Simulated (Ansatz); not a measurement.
# Hf: frozen-core PAW against all-electron methods

```yaml
crystal:
  lattice:
    - [3.13200, 0.00000, 0.00000]
    - [-1.56600, 2.71239, 0.00000]
    - [0.00000, 0.00000, 4.95543]
  atoms:
    - { symbol: Hf, position: [0.33333, 0.66667, 0.25000] }
    - { symbol: Hf, position: [0.66667, 0.33333, 0.75000] }
```

Atoms are numbered in the order listed.

The cell is COD entry 9008501, as deposited and not checked against the literature; nothing was relaxed. The listed cell was then made from it by scaling, straining or moving an atom.

Spin–orbit coupling is left out, though it moves levels of the heavy atoms by tenths of an eV or more.

Methods: DFT, PBE, PAW with Ansatz's default frozen-core files, scalar-relativistic (Ansatz 0.2.0); DFT, PBE, all-electron LAPW, scalar-relativistic (Ansatz 0.2.0).

For PAW: a Γ-centred 13×13×7 k mesh, Fermi–Dirac smearing of 0.05 eV, cutoff 420 eV, no spin polarisation. LAPW targets a basis error of 0.5 meV/atom. The Ansatz runs share mesh, smearing and spin set-up. Plane-wave (PAW) pressures include the program's estimate of the Pulay term.

Stress and pressure are positive in compression.

The change that made this cell: volume scaled by 0.9405.

PAW results:

```json
{"quantity": "pressure (GPa)", "PAW": "8.28"}
{"quantity": "stress xx (GPa)", "PAW": "8.15"}
{"quantity": "stress zz (GPa)", "PAW": "8.55"}
```

Question: What does all-electron LAPW give for the same quantities?

Answer: 
```
       quantity  LAPW
 pressure (GPa)  8.31
stress xx (GPa)  8.17
stress zz (GPa)  8.58
```
